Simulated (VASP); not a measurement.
Runs of VASP 6.6.1 on Te. It takes space group P3_121 (No. 152, trigonal). The conventional cell has a = 4.276 Å, b = 4.276 Å, c = 5.938 Å, α = 90.00°, β = 90.00°, γ = 120.00°. Around Te (site symmetry 2) lie 6 Te at 2.90 to 3.31 Å. 

```tsv
task	cell	gap on the mesh (eV)	pressure (GPa)	largest force (eV/Å)
relaxation of shape and atoms at fixed volume	atoms relaxed at fixed volume from: a relaxed cell with its volume scaled by 1.04	0.03	-1.3	-
relaxation of shape and atoms at fixed volume	atoms relaxed at fixed volume	none	0.0	-
relaxation of shape and atoms at fixed volume	atoms relaxed at fixed volume from: a relaxed cell with its volume scaled by 0.96	none	1.8	-
relaxation of cell and atoms	relaxed	none	0.0	-
relaxation of shape and atoms at fixed volume	atoms relaxed at fixed volume from: a relaxed cell with its volume scaled by 0.98	none	0.8	-
relaxation of shape and atoms at fixed volume	atoms relaxed at fixed volume from: a relaxed cell with its volume scaled by 0.94	none	2.9	0.01
relaxation of shape and atoms at fixed volume	atoms relaxed at fixed volume from: a relaxed cell with its volume scaled by 1.06	(a)	-1.7	0.01
```

Alike in all rows: level LDA; potentials or basis VASP PAW LDA potentials, release 64 (Te); no spin polarisation; k mesh 9 × 9 × 6; cutoff (eV) 600; smearing gaussian 0.03 eV.

Task: Estimate the missing entries.

Result: (a) 0.08.

Caveats: spin-orbit coupling is left out, which moves the levels of the heavy elements (some runs); an odd mesh through Γ misses points on the zone boundary, where band edges often lie (some runs); the relaxation stopped at its first step, so nothing moved (some runs).

A k mesh can miss the band edges, and the runs leave out spin-orbit coupling on Te.

A gap of «none» marks a metal or a gap under the smearing width.
